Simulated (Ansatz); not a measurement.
# SnSe2 under changes of volume

One of the cells (25.726 Å³/atom); the others are scaled copies at fixed shape and fractional positions:

```
Sn Se
1.0
     3.81100    0.00000    0.00000
    -1.90550    3.30042    0.00000
     0.00000    0.00000    6.13600
Sn Se
1 2
Direct
  0.00000 0.00000 0.00000
  0.66667 0.33333 0.75100
  0.33333 0.66667 0.24900
```

```yaml
Program: Ansatz 0.2.0
Functional: PBEsol
Dispersion: D3(BJ)
Potentials_or_basis: Ansatz PAW
Cutoff: "420 eV (not typed: the program's choice for these potentials)"
k_mesh: 8 × 8 × 5
Occupations: fermi-dirac, width 0.05 eV
Spin: no spin polarisation
```

```tsv
volume (Å³/atom)	energy over the lowest point (meV/atom)	pressure (GPa)	gap on the mesh (eV)	largest force (eV/Å)
24.182	?	?	?	?
24.697	12.69	3.7	0.79	1.044
25.212	3.74	1.9	0.77	0.820
25.726	0.00	0.4	0.74	0.614
26.241	0.89	-0.9	0.71	0.423
26.755	5.92	-2.2	0.69	0.247
27.270	14.63	-3.2	0.66	0.084
```

What does the run at 24.182 Å³/atom give?

Energy over the lowest point 27.45 meV/atom; pressure 5.6 GPa; gap on the mesh 0.81 eV; largest force 1.287 eV/Å.

Worked out: A Birch-Murnaghan fit of order 3 (a polynomial in V^(-2/3)) to the other rows has its minimum at 25.88 Å³/atom with B0 = V·E''(V) = 70 GPa and B' = 4.8 at fixed shape and positions, which overstates the stiffness. It gives 27.50 meV/atom at 24.182 Å³/atom, against the run's 27.45, and -dE/dV = 5.6 GPa, against 5.6. A straight line through the other rows of the gap, of slope -1.33 eV per unit of ln V, extrapolates to 0.82 eV, against the run's 0.81.

Energies are extrapolated to zero smearing.

Caveats: odd divisions of the mesh miss points on the zone boundary, where band edges often lie, so the gap on the mesh can be too wide; spin-orbit coupling is left out, which moves the levels of the heavy elements; the PAW data sets come from PBE, with cores solved anew for the run's functional, which leaves a small shift of forces and pressure; forces of over 1 eV/Å show positions far from the minimum, so gaps and moduli don't describe the material at rest (some runs).

A mesh can miss the band edges.
